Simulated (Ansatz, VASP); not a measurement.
**HfN in VASP and in Ansatz**

```
Hf N
1.0
     0.00000   -2.25080   -2.25080
     0.00000    2.25080   -2.25080
     4.50160    0.00000    0.00000
Hf N
2 2
Direct
  0.50537 0.49463 0.50000
  0.99463 0.00537 0.00000
  0.51230 0.48770 0.00000
  0.98770 0.01230 0.50000
```

Change from the starting cell: mode 4 frozen in at -0.021 Å and mode 11 at -0.067 Å (largest displacements).

Alike in both runs: task single point; functional PBEsol; k mesh 14 × 14 × 10; occupations gaussian, width 0.15 eV; no spin polarisation.

|  | VASP | Ansatz |
| --- | --- | --- |
| version | VASP 6.6.1 | Ansatz 0.2.0 |
| potentials or method | VASP PAW PBE potentials, release 64 (Hf_pv, N) | scalar-relativistic, plane waves, PAW |
| plane-wave cutoff (eV) | 520 | 520 |
| valence electrons in the cell | 30 | 62 |

|  | VASP | Ansatz | Ansatz less VASP |
| --- | --- | --- | --- |
| gap on the k mesh at the Fermi level (eV) | none | none | - |
| pressure (GPa) | -1.2 | 0.9 | +2.14 |
| largest component of the traceless stress (GPa) | 1.86 | 1.86 | +0.006 |
| rms of the force components (eV/Å) | 0.488 | 0.492 | +0.0043 |

Atom by atom the forces differ by 0.005 eV/Å (rms over components). A gap of «none» marks a metal or a gap that the smearing closes. The functional is the same, so the differences come from potentials, cutoffs and numerics. The two sets of potentials don't hold the same shells in valence. Ansatz warned: «pseudo_functional_mismatch».

Caveats: the PAW data sets were made with another functional, which shifts forces and pressure a little (VASP). Spin-orbit coupling is left out, which matters for the levels of Hf.
